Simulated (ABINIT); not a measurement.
Runs of ABINIT 10.8.3 (patched build) on TiC. It takes space group Fm-3m (No. 225, cubic). The conventional cell has a = 4.331 Å, b = 4.331 Å, c = 4.331 Å, α = 90.00°, β = 90.00°, γ = 90.00°. Ti (site symmetry m-3m) has 6 C at 2.17 Å as nearest neighbours. C (site symmetry m-3m) has 6 Ti at 2.17 Å as nearest neighbours. The cell is a database's computed one.

```csv
task,level,potentials or basis,k mesh,cutoff (eV),fine-grid cutoff,gap on the mesh (eV),pressure (GPa)
band structure,r2SCAN,JTH PAW LDA v2.0,11 × 11 × 11,653,1251.72 eV,none,3.0
single point,LDA,JTH PAW LDA v2.0,9 × 9 × 9,544,1088.46 eV,none,-11.9
band structure,BP86,JTH PAW PBE v2.0,11 × 11 × 11,517,1034.03 eV,none,1.8
band structure,PBEsol,JTH PAW PBE v2.0,11 × 11 × 11,517,1034.03 eV,none,(a)
```

Alike in all rows: no spin polarisation; cell as given; smearing fermi-dirac 0.05 eV.

Task: Estimate the missing entries.

Result: (a) -6.0.

Caveats: the PAW data sets were made with another functional, which shifts forces and pressure a little (some runs).

A gap of «none» marks a metal or a gap under the smearing width.
